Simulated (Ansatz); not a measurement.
# KMgF3: the cost of one run

Method: DFT PBE, scalar-relativistic, plane waves, PAW, in Ansatz 0.2.0.

1 further run of the same task is left out (set aside as unsound or not needed).

### Step 1. Starting point

It takes space group P6_3/mmc (No. 194, hexagonal). The conventional cell has a = 5.559 Å, b = 5.559 Å, c = 4.749 Å, α = 90.00°, β = 90.00°, γ = 120.00°. K (site symmetry -3m) is surrounded by 6 F at 1.84 Å. Mg (site symmetry -6m2) is surrounded by 12 F at 2.79 to 2.98 Å. F (site symmetry mm2) is surrounded by 2 K at 1.84 Å.

As a file:

```cif
data_structure
_symmetry_space_group_name_H-M 'P 1'
_symmetry_Int_Tables_number 1
_cell_length_a 5.5588
_cell_length_b 5.5588
_cell_length_c 4.7492
_cell_angle_alpha 90.000
_cell_angle_beta 90.000
_cell_angle_gamma 120.000
_cell_volume 127.09
loop_
_atom_site_label
_atom_site_type_symbol
_atom_site_fract_x
_atom_site_fract_y
_atom_site_fract_z
_atom_site_occupancy
K1 K 0.00000 0.00000 0.50000 1
K2 K 0.00000 0.00000 0.00000 1
Mg1 Mg 0.33333 0.66667 0.75000 1
Mg2 Mg 0.66667 0.33333 0.25000 1
F1 F 0.14600 0.29200 0.25000 1
F2 F 0.85400 0.14600 0.75000 1
F3 F 0.85400 0.70800 0.75000 1
F4 F 0.14600 0.85400 0.25000 1
F5 F 0.70800 0.85400 0.25000 1
F6 F 0.29200 0.14600 0.75000 1
```

This is candidate A: hexagonal perovskite (2H) type (P6_3/mmc, No. 194).

(A quick probe on a coarse mesh, which set the mesh and smearing, is not shown.)

### Step 3. Coarse relaxation (candidate A)

Input file input.yaml:

```yaml
crystal:
  lattice:
    - [5.55884571, 0.0, 0.0]
    - [-2.779422855, 4.8141016005, 0.0]
    - [0.0, 0.0, 4.7492092122]
  atoms:
    - { symbol: K, position: [0.0, 0.0, 0.5] }
    - { symbol: K, position: [0.0, 0.0, 0.0] }
    - { symbol: Mg, position: [0.3333333333, 0.6666666667, 0.75] }
    - { symbol: Mg, position: [0.6666666667, 0.3333333333, 0.25] }
    - { symbol: F, position: [0.146, 0.2919999999, 0.25] }
    - { symbol: F, position: [0.854, 0.146, 0.75] }
    - { symbol: F, position: [0.854, 0.7080000001, 0.75] }
    - { symbol: F, position: [0.146, 0.854, 0.25] }
    - { symbol: F, position: [0.7080000001, 0.854, 0.25] }
    - { symbol: F, position: [0.2919999999, 0.146, 0.75] }
basis:
  ecutwfc: 420
kpoints:
  mp_grid: { grid: [6, 6, 4] }
hamiltonian:
  xc: pbe
scf:
  occupations: { method: gaussian, width: 0.1 }
  lower_state_search: "off"
output:
  forces: true
  stress: true
  eigenvalues: true
relax:
  adjacent_minimum: "off"
  f_tol: 0.04
  max_steps: 70
  cell: { stress_tol: 0.4 }
```

Started as:

```sh
> ansatz run input.yaml --threads 1 --pin off --max-ram 2560MiB --backend cpu --events-out ev --progress --plain --runs-dir out
```

Q: Estimate wall time and peak memory on 1 thread of Arm Neoverse V1, shared host.

About 1.8 min, with a peak of 0.45 GiB.
